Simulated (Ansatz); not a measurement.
**Se: pressure against volume**

An exercise on one series of results from a longer session: the logs are not shown, and one member is left open.

Computed with Ansatz 0.2.0 (DFT PBEsol, scalar-relativistic, unless a step's input says otherwise).

### The starting structure

Symmetry: R-3, No. 148, trigonal system. Conventional cell: a = 11.362 Å, b = 11.362 Å, c = 4.429 Å, α = 90.00°, β = 90.00°, γ = 120.00°. Se (site symmetry 1) has 2 Se at 2.36 Å as nearest neighbours.

Structure file:

```xyz
6
Lattice="5.6810 3.2799 1.4763 -5.6810 3.2799 1.4763 0.0000 -6.5599 1.4763" Properties=species:S:1:pos:R:3 pbc="T T T"
Se    0.6712   -4.5696    2.0098
Se    3.6218    2.8661    2.0098
Se   -4.2930    1.7035    2.0098
Se   -0.6712    4.5696    2.4192
Se   -3.6218   -2.8661    2.4192
Se    4.2930   -1.7035    2.4192
```

Atoms are numbered in the order of the input: Se1, Se2, Se3, Se4, Se5, Se6.

The first run:

File input.yaml:

```yaml
crystal:
  lattice:
    - [5.6042201815, 3.2355980303, 1.4563771487]
    - [-5.6042201815, 3.2355980303, 1.4563771487]
    - [0.0, -6.4711960608, 1.4563771487]
  atoms:
    - { symbol: Se, position: [0.28066, 0.16251, 0.91818] }
    - { symbol: Se, position: [0.91818, 0.28066, 0.16251] }
    - { symbol: Se, position: [0.16251, 0.91818, 0.28066] }
    - { symbol: Se, position: [0.71934, 0.83749, 0.08182] }
    - { symbol: Se, position: [0.08182, 0.71934, 0.83749] }
    - { symbol: Se, position: [0.83749, 0.08182, 0.71934] }
kpoints:
  mp_grid: { grid: [6, 6, 6] }
  band_path:
    path:
      - [0.0, 0.0, 0.0]
      - [0.5, 0.0, 0.0]
      - [0.5, -0.5, 0.5]
      - [0.200433267, -0.799566733, 0.200433267]
      - [0.200433267, 0.200433267, 0.200433267]
      - [0.0, 0.0, 0.0]
      - [0.5, -0.5, 0.0]
    npoints: 5
scf:
  occupations: { method: fermi_dirac, width: 0.01 }
hamiltonian:
  xc: pbesol
  pseudopotentials: { kind: all_electron, lapw: { basis_error: 0.001 } }
output:
  forces: true
  stress: true
  eigenvalues: true
```

Started as:

```console
$ ansatz run input.yaml --threads 2 --pin off --max-ram 8192MiB --backend cpu --events-out ev --progress --plain --runs-dir out
```

Among the steps run: Volume × 0.96, LAPW; Volume × 0.96, PAW; Volume × 0.96, crystal datasets; Volume × 0.99, LAPW; Volume × 0.99, PAW; Volume × 0.99, crystal datasets; Volume × 1.02, LAPW; Volume × 1.02, PAW; Volume × 1.02, crystal datasets; Volume × 1.06, LAPW; Volume × 1.06, PAW; Volume × 1.06, crystal datasets.

One table of the session follows, with a row left open; its other results are not shown here.

It belongs to the step «Fits». 

```
          method  volume (Å³/atom)  gap on the k mesh (eV)  largest force (eV/Å)
            LAPW            26.408                    1.21                 0.821
            LAPW            27.234                    1.15                 0.448
            LAPW            28.059                    1.10                 0.144
            LAPW            29.159                    1.04                 0.325
             PAW            26.408                    1.20                 0.826
             PAW            27.234                    1.14                 0.452
             PAW            28.059                    1.10                 0.146
             PAW            29.159                       ?                     ?
crystal datasets            26.408                    1.21                 0.822
crystal datasets            27.234                    1.15                 0.449
crystal datasets            28.059                    1.10                 0.144
crystal datasets            29.159                    1.04                 0.324
```

**Question.** Estimate the row for PAW, 29.159.

**Answer.** gap on the k mesh (eV): 1.04; largest force (eV/Å): 0.321.

Caveats from the session: Warnings in the runs' records: crystal datasets made.
